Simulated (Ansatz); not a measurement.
# Ir16Se: the cost of one run

Program: Ansatz 0.2.0. Level of theory: DFT PBE, scalar-relativistic, plane waves, PAW. These are calculated values, not measurements.

2 further runs of the same task are left out: 2 set aside as unsound or not needed.

### 1 The system as given

It takes space group Fm-3m (No. 225, cubic). The conventional cell has a = 3.871 Å, b = 3.871 Å, c = 3.871 Å, α = 90.00°, β = 90.00°, γ = 90.00°. Ir (site symmetry m-3m) has 12 Ir at 2.74 Å as nearest neighbours.

Coordinates:

```
CELL_PARAMETERS angstrom
0.00000 1.93533 1.93533
1.93533 0.00000 1.93533
1.93533 1.93533 0.00000
ATOMIC_POSITIONS crystal
Ir 0.00000 0.00000 0.00000
```

This cell was relaxed beforehand with the same method: volume 14.50 Å³/atom, gap on the mesh none (metal).

### 4 The grid

Atoms count from 1 in the order of the input.

Se is moved along a line over the surface and along the normal, above a rigid substrate.

First coordinate, position of Se17 along the diagonal of the surface cell, from above Ir13: 8 values from 0.00 to 4.15 Å, periodic. Second coordinate, height of Se17 above the plane of Ir13: 8 values from 0.93 to 4.37 Å.

Nothing else is relaxed. Points are written as (first, second).

(The set-up runs are not shown.)

### 5 Grid point (2.37 Å, 0.93 Å)

The input, input.yaml:

```yaml
crystal:
  lattice:
    - [5.4739356551, 0.0, 0.0]
    - [0.0, 7.7413140431, 0.0]
    - [0.0, 0.0, 20.960195578]
  atoms:
    - { symbol: Ir, position: [0.25, 0.25, 0.1908379139] }
    - { symbol: Ir, position: [0.25, 0.75, 0.1908379139] }
    - { symbol: Ir, position: [0.75, 0.25, 0.1908379139] }
    - { symbol: Ir, position: [0.75, 0.75, 0.1908379139] }
    - { symbol: Ir, position: [0.0, 0.0, 0.2561275678] }
    - { symbol: Ir, position: [0.0, 0.5, 0.2561275678] }
    - { symbol: Ir, position: [0.5, 0.0, 0.2561275678] }
    - { symbol: Ir, position: [0.5, 0.5, 0.2561275678] }
    - { symbol: Ir, position: [0.25, 0.25, 0.3207118829] }
    - { symbol: Ir, position: [0.25, 0.75, 0.3207118829] }
    - { symbol: Ir, position: [0.75, 0.25, 0.3207118829] }
    - { symbol: Ir, position: [0.75, 0.75, 0.3207118829] }
    - { symbol: Ir, position: [0.0, 0.0, 0.3797767797] }
    - { symbol: Ir, position: [0.0, 0.5, 0.3797767797] }
    - { symbol: Ir, position: [0.5, 0.0, 0.3797767797] }
    - { symbol: Ir, position: [0.5, 0.5, 0.3797767797] }
    - { symbol: Se, position: [0.25, 0.25, 0.4241465947] }
basis:
  ecutwfc: 420
kpoints:
  mp_grid: { grid: [5, 4, 1] }
hamiltonian:
  xc: pbe
scf:
  occupations: { method: gaussian, width: 0.1 }
output:
  forces: true
  eigenvalues: true
efield:
  axis: 3
  dipole_correction: true
  ramp_width: 0.04
```

Command:

```
$ ansatz run input.yaml --threads 4 --pin off --max-ram 12288MiB --backend cpu --events-out ev --progress --plain --runs-dir out
```

**Question.** How long does this run take on 4 threads of Arm Neoverse V2, shared host, and how much memory does it need?

About 37 s, with a peak of 3.1 GiB.
